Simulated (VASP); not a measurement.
A run of VASP 6.6.1:

INCAR

```
ALGO = Normal ; EDIFF = 1E-7
EDIFFG = -0.005 ; ENCUT = 600
IBRION = 2 ; ISIF = 3
ISMEAR = 0 ; KPAR = 2
LASPH = T ; LATTICE_CONSTRAINTS = .TRUE. .TRUE. .FALSE.
LCHARG = F ; LREAL = F
LWAVE = F ; NELM = 80
NSW = 90 ; PREC = Accurate
SIGMA = 0.03
```

KPOINTS

```
k-points
0
Gamma
  15 15 1
```

The input POSCAR:

```
BN                                      
1.0
    2.4897967924      0.0000000000      0.0000000000
   -1.2448983962      2.1562272677      0.0000000000
    0.0000000000      0.0000000000     21.3178500000
  B               N             
     2     2
Direct
     0.6666666699999979    0.3333333300000021    0.4238555448753468
     0.3333333300000021    0.6666666699999979    0.5761444551246533
     0.3333333300000021    0.6666666699999979    0.4237605775660599
     0.6666666699999979    0.3333333300000021    0.5762394224339401
```

Potentials or basis: VASP PAW LDA potentials, release 64 (B, N).

The run is started by

```console
$ cat potpaw_LDA.64/B/POTCAR potpaw_LDA.64/N/POTCAR > POTCAR
$ mpirun -np 2 vasp_std > vasp.out
```

Hardware: 2 MPI ranks on Intel(R) Xeon(R) 6975P-C (Granite Rapids) (shared host).

Question: Estimate the wall time of this run.

Answer: Run time: 47 s on 2 MPI ranks on Intel(R) Xeon(R) 6975P-C (Granite Rapids), with other jobs on the host, peak memory 0.21 GiB a rank. Counts: scf iterations 33, k points 27, ion steps 3.
